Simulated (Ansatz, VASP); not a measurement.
**One calculation of BiH4, two programs**

File INCAR:

```
  PREC = Accurate
  ENCUT = 520
  EDIFF = 1E-7
  ISMEAR = 0
  SIGMA = 0.1
  LREAL = False
  LASPH = True
  NELM = 60
  ALGO = Normal
  ISIF = 2
  LWAVE = False
  LCHARG = False
  GGA = PE
  NBANDS = 18
```

KPOINTS

```
regular mesh
0
Gamma
  6 6 6
```

Contents of POSCAR:

```
BiH4
1.0
    0.0000000000      3.0532499900      3.0532499900
    3.0532499900      0.0000000000      3.0532499900
    3.0532499900      3.0532499900      0.0000000000
Bi H
1 4
Direct
    0.2500000000      0.2500000000      0.2500000000
    0.5798773800      0.5798773800      0.5798773800
    0.5798773800      0.5798773800      0.2603678600
    0.5798773800      0.2603678600      0.5798773800
    0.2603678600      0.5798773800      0.5798773800
```

Input for Ansatz:

```yaml
crystal:
  lattice:
    - [0.0, 3.05324999, 3.05324999]
    - [3.05324999, 0.0, 3.05324999]
    - [3.05324999, 3.05324999, 0.0]
  atoms:
    - { symbol: Bi, position: [0.25, 0.25, 0.25] }
    - { symbol: H, position: [0.57987738, 0.57987738, 0.57987738] }
    - { symbol: H, position: [0.57987738, 0.57987738, 0.26036786] }
    - { symbol: H, position: [0.57987738, 0.26036786, 0.57987738] }
    - { symbol: H, position: [0.26036786, 0.57987738, 0.57987738] }
basis:
  ecutwfc: 420
kpoints:
  mp_grid: { grid: [6, 6, 6] }
hamiltonian:
  xc: pbe
scf:
  occupations: { method: gaussian, width: 0.1 }
  lower_state_search: "off"
output:
  forces: true
  stress: true
  eigenvalues: true
```

Alike in both runs: task single point; functional PBE; k mesh 6 × 6 × 6; occupations gaussian, width 0.1 eV; no spin polarisation.

|  | VASP | Ansatz |
| --- | --- | --- |
| version | VASP 6.6.1 | Ansatz 0.2.0 |
| potentials or method | VASP PAW PBE potentials, release 64 (Bi_d, H) | scalar-relativistic, plane waves, PAW |
| plane-wave cutoff (eV) | 520 | 420 |
| valence electrons in the cell | 19 | 19 |

Ansatz gave:

| Property | Result |
| --- | --- |
| gap on the k mesh at the Fermi level (eV) | none |
| pressure (GPa) | -3.1 |
| rms of the force components (eV/Å) | 0.301 |

Task: Estimate VASP's values.

Result: gap on the k mesh at the Fermi level (eV): none; pressure (GPa): -3.2; rms of the force components (eV/Å): 0.304.

Atom by atom the forces differ by 0.003 eV/Å (rms over components). A gap of «none» marks a metal or a gap that the smearing closes.

Caveats: spin-orbit coupling is left out, which moves the levels of the heavy elements.
